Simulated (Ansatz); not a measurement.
Write a Python script for the Python package of Ansatz (0.2.0) that makes a single point from a YAML input of Te₂Mo, space group P2_1/m. Settings: LDA, PAW, cutoff 517 eV, 4×7×2 k-points, Fermi-Dirac smearing of 0.15 eV.

```yaml
crystal:
  lattice:
    - [6.33000, 0.00000, 0.00000]
    - [0.00000, 3.46900, 0.00000]
    - [-0.94679, 0.00000, 13.82762]
  atoms:
    - { symbol: Te, position: [0.55680, 0.75000, 0.35160] }
    - { symbol: Te, position: [0.44320, 0.25000, 0.64840] }
    - { symbol: Te, position: [0.58880, 0.25000, 0.10450] }
    - { symbol: Te, position: [0.41120, 0.75000, 0.89550] }
    - { symbol: Te, position: [0.09700, 0.75000, 0.14860] }
    - { symbol: Te, position: [0.90300, 0.25000, 0.85140] }
    - { symbol: Te, position: [0.05630, 0.25000, 0.39550] }
    - { symbol: Te, position: [0.94370, 0.75000, 0.60450] }
    - { symbol: Mo, position: [0.31810, 0.75000, 0.50660] }
    - { symbol: Mo, position: [0.68190, 0.25000, 0.49340] }
    - { symbol: Mo, position: [0.18330, 0.25000, 0.00740] }
    - { symbol: Mo, position: [0.81670, 0.75000, 0.99260] }
```

The script, `te2mo.py`:
```python
"""Te2Mo from YAML text."""

import warnings

import ansatz as az
import numpy as np

INPUT = """
crystal:
  lattice:
    - [6.33, 0.0, 0.0]
    - [0.0, 3.469, 0.0]
    - [-0.946795, 0.0, 13.827624]
  atoms:
    - { symbol: Te, position: [0.5568, 0.75, 0.3516] }
    - { symbol: Te, position: [0.4432, 0.25, 0.6484] }
    - { symbol: Te, position: [0.5888, 0.25, 0.1045] }
    - { symbol: Te, position: [0.4112, 0.75, 0.8955] }
    - { symbol: Te, position: [0.097, 0.75, 0.1486] }
    - { symbol: Te, position: [0.903, 0.25, 0.8514] }
    - { symbol: Te, position: [0.0563, 0.25, 0.3955] }
    - { symbol: Te, position: [0.9437, 0.75, 0.6045] }
    - { symbol: Mo, position: [0.3181, 0.75, 0.5066] }
    - { symbol: Mo, position: [0.6819, 0.25, 0.4934] }
    - { symbol: Mo, position: [0.1833, 0.25, 0.0074] }
    - { symbol: Mo, position: [0.8167, 0.75, 0.9926] }
kpoints:
  mp_grid: { grid: [4, 7, 2] }
hamiltonian:
  xc: lda
scf:
  occupations: { method: fermi_dirac, width: 0.15 }
basis:
  ecutwfc: "19 Ha"
output:
  forces: true
  stress: true
"""

warnings.simplefilter("ignore", az.DeckWarning)

out = az.Session.from_yaml(INPUT).plan(threads=1).execute()
rep = out.report

n_atoms = len(rep["lattice"]["sites"])
print("F =", round(rep["free_energy_ev"], 4), "eV for", n_atoms, "atoms")
print("E(sigma -> 0) =", round(rep["energy_sigma0_ev"], 4), "eV, TS =", round(rep["entropy_ts_ev"], 5), "eV")
print("closed by", rep["closed_by"], "after", rep["n_iterations"], "iterations")

# forces, one row an atom
forces = np.array(rep["forces_ev_ang"])
norms = np.linalg.norm(forces, axis=1)
print("largest force {:.4f} eV/A on atom {}".format(norms.max(), norms.argmax()))
print(np.array2string(forces, precision=4, suppress_small=True))

# the stress is positive in compression
print("pressure by term (GPa)")
for term, tensor in rep["stress_terms_gpa"].items():
    if np.any(tensor):
        print(f"  {term:28s} {np.trace(np.array(tensor)) / 3:12.3f}")
print(f"  {'total':28s} {np.trace(np.array(rep['stress_gpa'])) / 3:12.3f}")
```

```console
$ python te2mo.py
F = -73992.3391 eV for 12 atoms
E(sigma -> 0) = -73992.1713 eV, TS = 0.33558 eV
closed by deck_thresholds after 7 iterations
largest force 0.4085 eV/A on atom 0
[[-0.0272 -0.      0.4076]
 [ 0.0272  0.     -0.4076]
 [-0.0292  0.     -0.3252]
 [ 0.0292 -0.      0.3252]
 [-0.0032  0.     -0.3658]
 [ 0.0032 -0.      0.3658]
 [-0.0099 -0.      0.2866]
 [ 0.0099  0.     -0.2866]
 [ 0.2408 -0.     -0.0648]
 [-0.2408  0.      0.0648]
 [-0.1577  0.     -0.0481]
 [ 0.1577 -0.      0.0481]]
pressure by term (GPa)
  kinetic                          1135.523
  hartree                          1488.666
  ewald                           -3237.917
  local_pseudopotential            2068.989
  nonlocal_pseudopotential         -396.738
  augmentation                     -808.796
  nlcc                             -235.014
  xc                                -18.009
  augmentation_tail                   0.003
  scf_correction                      0.001
  pulay_correction                    0.004
  total                              -3.288
```

Caveats:
- Total energies depend on the potentials; only differences at equal settings carry meaning. A total without «per atom» is that of the cell as typed.
- No spin polarisation was allowed.
- For a metal this k-point mesh is coarse: on a finer one energies can move by several to tens of meV an atom and pressures by half a GPa or more, differences at one mesh by less.
- Pressure is positive in compression.
- The starting cell is as deposited in a crystallographic database; the results hold for this polymorph, which needn't be the stable one.
- It ran for 37 s on 1 thread of AMD EPYC 7B13 (Zen 3), with other jobs on the host, peak memory 1.1 GiB.

(Lines on the test bed's own set-up are left out of the output.)
